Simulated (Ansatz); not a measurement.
**Abstraction of H: SiH2(CH3)F + C5H11 → SiH(CH3)F + C5H12**

Species: SiH2(CH3)F, singlet; C5H11 `CC[C](C)C`, doublet; SiH(CH3)F, doublet; C5H12 (isopentane) `CCC(C)C`, singlet. A radical takes H: the energy is the difference in strength between the Si–H bond broken and the C–H bond made.

Shapes, held fixed at every level: PBE0-D4/def2-TZVP. Flexible molecules stand in one conformer, not always the lowest. Programs: Ansatz 0.2.0. Electronic energies: no zero-point or thermal term.

Q: Estimate ΔE of this reaction.

A: The highest level, CCSD(T)/CBS estimate, gives ΔE = -18.9 kJ/mol; the levels span -18.9 to +5.5. They disagree on the sign: 1 of 7 are positive. The column of differences is taken from that level and isn't an error. No measured value is set beside it here. Open shells run unrestricted. The CBS estimate extrapolates MP2 from def2-TZVPP and def2-QZVPP and adds CCSD(T) − MP2 in the triple-zeta set, cores frozen. CCSD(T)/CBS estimate lies outside the range of all other levels here, so it shouldn't be taken on trust.

| level | kind | ΔE (kJ/mol) | less CCSD(T)/CBS estimate |
| --- | --- | --- | --- |
| HF/def2-TZVPP | Hartree–Fock | +5.5 | +24.4 |
| r2SCAN-D4/def2-TZVPP | meta-GGA | -9.7 | +9.2 |
| BHLYP-D4/def2-TZVPP | global hybrid | -5.2 | +13.7 |
| wB97X-V/def2-TZVPP | range-separated hybrid | -13.1 | +5.8 |
| CCSD/def2-SVP | coupled cluster or CI | -15.7 | +3.2 |
| CCSD/def2-TZVPP | coupled cluster or CI | -15.8 | +3.1 |
| CCSD(T)/CBS estimate | coupled cluster or CI | -18.9 | 0.0 |

Every correlated level makes hydrogen transfer from silicon to the tertiary carbon exothermic; only Hartree–Fock reverses the sign. The Si–H bond is therefore the weaker of the two, as expected from the poorer overlap of hydrogen 1s with the larger, more diffuse valence orbitals of silicon. The margin is modest because the carbon radical is tertiary: hyperconjugation with its alkyl groups stabilises it and weakens the C–H bond formed.

The shift from +5.5 kJ/mol in Hartree–Fock to -15.8 kJ/mol in CCSD with the same basis shows that correlation favours the products, probably because the electron pair in the compact C–H bond gains more correlation energy than the one in Si–H. CCSD hardly changes between the two basis sets, which supports the sign more firmly than the exact size of the exothermicity. The stiffer stretching and bending modes of the new C–H bond should offset part of this energy gain, so the enthalpy change is probably closer to thermoneutral.
